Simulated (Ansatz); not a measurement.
# Varying the input for TiSi2

The reference input for Ansatz (plane-wave DFT with PAW):

```yaml
crystal:
  lattice:
    - [-1.472872, 1.71213, 4.212083]
    - [1.472872, -1.71213, 4.212083]
    - [1.472872, 1.71213, -4.212083]
  atoms:
    - { symbol: Ti, position: [0.0, 0.0, 0.0] }
    - { symbol: Si, position: [0.329922, 0.329922, 0.0] }
    - { symbol: Si, position: [0.670078, 0.670078, 0.0] }
basis:
  ecutwfc: 420
kpoints:
  mp_grid: { grid: [6, 6, 6] }
hamiltonian:
  xc: pbe
scf:
  occupations: { method: gaussian, width: 0.1 }
output:
  forces: true
  stress: true
  eigenvalues: true
```

Command:

```bash
ansatz run input.yaml --threads 1 --pin off --max-ram 1331MiB --backend cpu --events-out ev --progress --plain --runs-dir out
```

The run converges in 6 SCF iterations on 46 irreducible k-points: pressure 0.44 GPa, largest force 0.171 eV/Å, no gap.

These settings were drawn at random to show what each does; none of the numbers is a converged property of the crystal. Each trial's input is given as a difference from the reference's; energies are extrapolated to zero smearing where there is one, and pressure is positive in compression. Charged cells sit in a uniform background, and their pressures hang on that convention.

**Question.** Trial 1:

```diff
 crystal:
   atoms:
-    - { symbol: Ti, position: [0.0, 0.0, 0.0] }
+    - { symbol: Ti, position: [0.0, 0.0, 0.0], spin: 5.0 }
+total_charge: 0.25
 kpoints:
-  mp_grid: { grid: [6, 6, 6] }
+  mp_grid: { kspacing: 0.51 }
 hamiltonian:
-  xc: pbe
+  xc: pbesol
 scf:
+  lower_state_search: standard
+  max_iter: 71
 output:
+  populations: true
+magnetization:
+  spin_polarized: true
+  initial_magnetization: 6.5
+  spin_locking: { lock_magnetization: hard }
```

What does the program give?

**Answer.** The run converges in 10 SCF iterations on 46 irreducible k-points: pressure 39.10 GPa (with the neutralising background of the charged cell), largest force 0.191 eV/Å, no gap, cell moment 6.50 μB. It warns that an atom started with the most moment that its open shells hold, not with the one typed; that the SCF threshold is loose for the stress.

**Question.** Trial 2:

```diff
 kpoints:
-  mp_grid: { grid: [6, 6, 6] }
+  mp_grid: { grid: [8, 8, 8] }
```

How does this run end?

**Answer.** The run converges in 6 SCF iterations on 95 irreducible k-points: energy 2.19 meV per atom above the reference, pressure 0.32 GPa, largest force 0.037 eV/Å, no gap.

**Question.** Trial 3:

```diff
 scf:
-  occupations: { method: gaussian, width: 0.1 }
+  occupations: { method: methfessel_paxton, width: 0.043 }
```

What does the program give?

**Answer.** The run converges in 6 SCF iterations on 46 irreducible k-points: energy 0.15 meV per atom above the reference, pressure 0.40 GPa, largest force 0.179 eV/Å, no gap.

**Question.** Trial 4 (lattice in bohr):

```diff
 crystal:
   lattice:
-    - [-1.472872, 1.71213, 4.212083]
-    - [1.472872, -1.71213, 4.212083]
-    - [1.472872, 1.71213, -4.212083]
+    - [-2.7833258059, 3.2354580792, 7.9596864565]
+    - [2.7833258059, -3.2354580792, 7.9596864565]
+    - [2.7833258059, 3.2354580792, -7.9596864565]
+  symmetry: { detect: true }
 kpoints:
-  mp_grid: { grid: [6, 6, 6] }
+  mp_grid: { kspacing: 1.3 }
 scf:
-  occupations: { method: gaussian, width: 0.1 }
+  occupations: { method: methfessel_paxton, width: 0.0051 }
+  max_iter: 60
```

What does the program give?

**Answer.** The run converges in 31 SCF iterations on 5 irreducible k-points: energy 5.25 eV per atom above the reference, pressure -2.88 GPa, no gap.

**Question.** Trial 5:

```diff
 basis:
-  ecutwfc: 420
+  ecutwfc: "29 Ry"
 hamiltonian:
-  xc: pbe
+  xc: lda
+  hubbard: { sites: [{ species: Ti, l: d, u: 3.7, j: 0.62 }] }
 scf:
-  occupations: { method: gaussian, width: 0.1 }
+  occupations: { method: tetrahedron }
```

What happens?

**Answer.** The run converges in 8 SCF iterations on 46 irreducible k-points: pressure -4.17 GPa, largest force 0.160 eV/Å, no gap. It warns that the printed bands weren't solved further after the SCF; that the cutoff lies under the recommended one, 420 eV for these potentials; that the count of filled bands differs between k-points; that forces and stress under tetrahedra may miss the energy's slope. Under a U the state reached may not be the lowest.

**Question.** Trial 6 (origin moved):

```diff
 crystal:
   atoms:
-    - { symbol: Ti, position: [0.0, 0.0, 0.0] }
-    - { symbol: Si, position: [0.329922, 0.329922, 0.0] }
-    - { symbol: Si, position: [0.670078, 0.670078, 0.0] }
+    - { symbol: Ti, position: [0.171, 0.354, 0.872] }
+    - { symbol: Si, position: [0.500922, 0.683922, 0.872] }
+    - { symbol: Si, position: [0.841078, 1.024078, 0.872] }
 basis:
-  ecutwfc: 420
+  ecutwfc: 620
 hamiltonian:
-  xc: pbe
+  xc: rpbe
```

How does this run end?

**Answer.** The run converges in 6 SCF iterations on 46 irreducible k-points: pressure 2.91 GPa, largest force 0.208 eV/Å, no gap. Forces of RPBE on these PAW sets can be off by 10 %.